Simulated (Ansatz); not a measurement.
KCl (rocksalt), relaxed with r2SCAN in the PAW code Ansatz. It is cubic, Fm-3m (No. 225); a = 6.290 Å in the conventional setting, 31.10 Å³ an atom. K is surrounded by 6 Cl at 3.14 Å; Cl is surrounded by 6 K at 3.14 Å.

The axes x, y and z are those of this cell:
```yaml
crystal:
  lattice:
    - [0.00000, 3.14485, 3.14485]
    - [3.14485, 0.00000, 3.14485]
    - [3.14485, 3.14485, 0.00000]
  atoms:
    - { symbol: K, position: [0.00000, 0.00000, 0.00000] }
    - { symbol: Cl, position: [0.50000, 0.50000, 0.50000] }
```

Unstrained: PBE gives a direct gap of 5.194 eV at Γ. r2SCAN gives a direct gap of 5.831 eV at Γ. HSE06 gives a direct gap of 6.505 eV at Γ. Meshes: PBE 8×8×8, r2SCAN 8×8×8, HSE06 6×6×6. Strains are changes of length per length, and xy shears are angles. After each strain the atoms were relaxed again with r2SCAN within the symmetry that the strain leaves, so tilts or polar shifts that break it weren't tested; points keep the names that they have in the unstrained zone. Calculated for a static, non-magnetic cell.

Question: Estimate what xy shear, engineering strain (angle) +4.0 % does to the gap.

Answer: PBE: the gap goes from 5.194 to 5.150 eV (-0.044 eV); with r2SCAN the top three valence levels at Γ, degenerate before, become 1+1+1 from the top over 77 meV. r2SCAN: the gap goes from 5.831 to 5.786 eV (-0.045 eV). HSE06: the gap goes from 6.505 to 6.460 eV (-0.045 eV). The r2SCAN energy rises by 1.0 meV an atom.

Question: Estimate what epitaxial +2.0 % in the plane normal to [111], free normal strain -2.07 % does to the gap.

Answer: PBE: the gap goes from 5.194 to 5.074 eV (-0.120 eV); with r2SCAN the top three valence levels at Γ, degenerate before, become 1+2 from the top over 73 meV. r2SCAN: the gap goes from 5.831 to 5.709 eV (-0.122 eV). HSE06: the gap goes from 6.505 to 6.379 eV (-0.126 eV). The r2SCAN energy rises by 1.9 meV an atom.

Question: Apply isotropic +3.0 % on every length. How far does the gap move, against the unstrained cell?

Answer: PBE: the gap goes from 5.194 to 4.902 eV (-0.292 eV). r2SCAN: the gap goes from 5.831 to 5.534 eV (-0.297 eV). HSE06: the gap goes from 6.505 to 6.191 eV (-0.314 eV). The r2SCAN energy rises by 13.0 meV an atom.

Question: One strain changed the r2SCAN stress by xx -1.12, yy -0.17, zz -0.17 GPa (compression positive) and the gap by -0.108 eV (PBE), -0.112 eV (r2SCAN), -0.115 eV (HSE06). Which kind of strain was it, and roughly how large?

Answer: Uniaxial +3.0 % along x, other directions held. The pattern of the stress gives the kind; the size needs the stiffness, so it is an estimate.

Question: Estimate what isotropic +0.5 % on every length does to the gap.

Answer: PBE: the gap goes from 5.194 to 5.143 eV (-0.051 eV). r2SCAN: the gap goes from 5.831 to 5.779 eV (-0.052 eV). HSE06: the gap goes from 6.505 to 6.450 eV (-0.055 eV). The r2SCAN energy rises by 0.3 meV an atom.

The meshes of the hybrids are coarse, so their gaps aren't converged to the digits shown.

The splittings at Γ are without spin-orbit coupling, which regroups them where it is of like size or larger.
